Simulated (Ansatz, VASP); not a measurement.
One calculation of CdS (Hawleyite), two programs

```
Cd S
1.0
     0.00000    2.91650    2.91650
     2.91650    0.00000    2.91650
     2.91650    2.91650    0.00000
Cd S
1 1
Cartesian
  0.0000 0.0000 0.0000
  4.3748 4.3748 4.3748
```

Alike in both runs: task single point; functional PBE; k mesh 8 × 8 × 8; occupations gaussian, width 0.1 eV; no spin polarisation.

|  | VASP | Ansatz |
| --- | --- | --- |
| version | VASP 6.6.1 | Ansatz 0.2.0 |
| potentials or method | VASP PAW PBE potentials, release 54 (Cd, S) | Ansatz PAW |
| plane-wave cutoff (eV) | 520 | 420 |
| valence electrons in the cell | 18 | 26 |

|  | VASP | Ansatz | Ansatz less VASP |
| --- | --- | --- | --- |
| gap on the k mesh at the Fermi level (eV) | 1.15 | 1.15 | -0.005 |
| least direct gap on the mesh (eV) | 1.15 | 1.15 | -0.005 |
| pressure (GPa) | 3.2 | 2.8 | -0.38 |

With one functional, cell and mesh, what is left measures potentials, basis and numerics. The two sets of potentials don't hold the same shells in valence.

PBE gaps usually lie below the measured ones, often by a third to a half.
